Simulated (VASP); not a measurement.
A run of VASP 6.6.1 is set up as follows.

File INCAR:

```
ALGO = Normal
EDIFF = 1E-6
ENCUT = 520
GGA = PS
ISIF = 2
ISMEAR = 0
ISPIN = 2
LASPH = T
LCHARG = T
LELF = T
LMAXMIX = 4
LORBIT = 11
LREAL = F
LVHAR = T
LWAVE = F
MAGMOM = 0.81
NBANDS = 15
NELM = 150
PREC = Accurate
SIGMA = 0.15
```

KPOINTS

```
k-points
0
Gamma
  22 22 22
```

The input POSCAR:

```
Ni
1.0
    0.0000000000      1.8209885000      1.7149115000
    1.8209885000      0.0000000000      1.7149115000
    1.8209885000      1.8209885000      0.0000000000
Ni
1
Direct
    0.0000000000      0.0000000000      0.0000000000
```

Potentials or basis: VASP PAW PBE potentials, release 64 (Ni).

The run is started by

```sh
$ cat potpaw_PBE.64/Ni/POTCAR > POTCAR
$ mpirun -np 1 vasp_std > vasp.out
```

What does it give for the pressure?

-16.3 GPa.

Estimate the net moment.

0.64 μB per cell.

What does it give for the band gap on the k mesh?

None (metal or under the smearing width).

What does it give for the site moments?

Ni +0.65 μB.

Stress tensor (GPa, compression positive):
```
-18.06   0.00   0.00
  0.00 -18.06   0.00
  0.00   0.00 -12.94
```

Caveat: so large a pressure means that the cell lies far from this level's equilibrium, or that cutoff or potentials fall short; the potentials were made for another functional, which shifts forces and pressure.
